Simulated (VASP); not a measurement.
Input of a VASP 6.6.1 run:

Contents of INCAR:

```
ALGO     = Normal         # electronic algorithm
EDIFF    = 1E-6           # SCF threshold, eV
EDIFFG   = -0.03          # ionic threshold
ENCUT    = 600            # plane-wave cutoff, eV
GGA      = PS             # functional
IBRION   = 2              # ionic algorithm
ISIF     = 3              # what is computed and relaxed
ISMEAR   = 1              # smearing method
LASPH    = True           # aspherical terms in the spheres
LCHARG   = False          # write CHGCAR
LREAL    = False          # projectors in reciprocal space
LWAVE    = False          # write WAVECAR
NELM     = 100            # most SCF steps
NSW      = 80             # ionic steps
PREC     = Accurate       # precision mode
SIGMA    = 0.05           # smearing width, eV
```

The input KPOINTS:

```
k-points
0
Gamma
  4 4 4
```

Contents of POSCAR:

```
Ba
1.0
    0.0000000000      4.3400000000      4.3400000000
    4.3400000000      0.0000000000      4.3400000000
    4.3400000000      4.3400000000      0.0000000000
Ba
2
Direct
    0.0000000000      0.0000000000      0.0000000000
    0.2500000000      0.2500000000      0.2500000000
```

Potentials or basis: VASP PAW PBE potentials, release 64 (Ba_sv).

Launch:

```bash
$ cat potpaw_PBE.64/Ba_sv/POTCAR > POTCAR
$ mpirun -np 1 vasp_std > vasp.out
```

Problem. Predict the space group after relaxing (to 0.05 Å).

Solution. Fd-3m (No. 227).

Problem. Predict the band gap on the k mesh.

Solution. None (metal or under the smearing width).

Problem. What does it give for the relaxed volume?

Solution. 54.11 Å³/atom.

Problem. Predict the relaxed cell.

Solution. a = 5.349 Å, b = 5.349 Å, c = 5.349 Å, α = 60.00°, β = 60.00°, γ = 60.00°.

The path:
| step | energy change (eV) | largest force (eV/Å) | pressure (GPa) | volume (Å³) |
| --- | --- | --- | --- | --- |
| 1 | 0.0000 | 0.0000 | -0.64 | 163.49 |
| 2 | -0.0277 | 0.0000 | -0.56 | 155.92 |
| 3 | -0.1360 | 0.0000 | -1.09 | 134.62 |
| 4 | -0.2427 | 0.0000 | 1.09 | 98.01 |
| 5 | -0.2660 | 0.0000 | -0.50 | 112.55 |
| 6 | -0.2744 | 0.0000 | 0.11 | 107.39 |
| 7 | -0.2742 | 0.0000 | -0.10 | 108.36 |
| 8 | -0.2742 | 0.0000 | -0.09 | 108.22 |

Caveat: the volume moved by over 15 % at a fixed basis, so the end points are rough; the PAW data sets were made with another functional, which shifts forces and pressure a little. Spin-orbit coupling is left out, which matters for the levels of Ba.
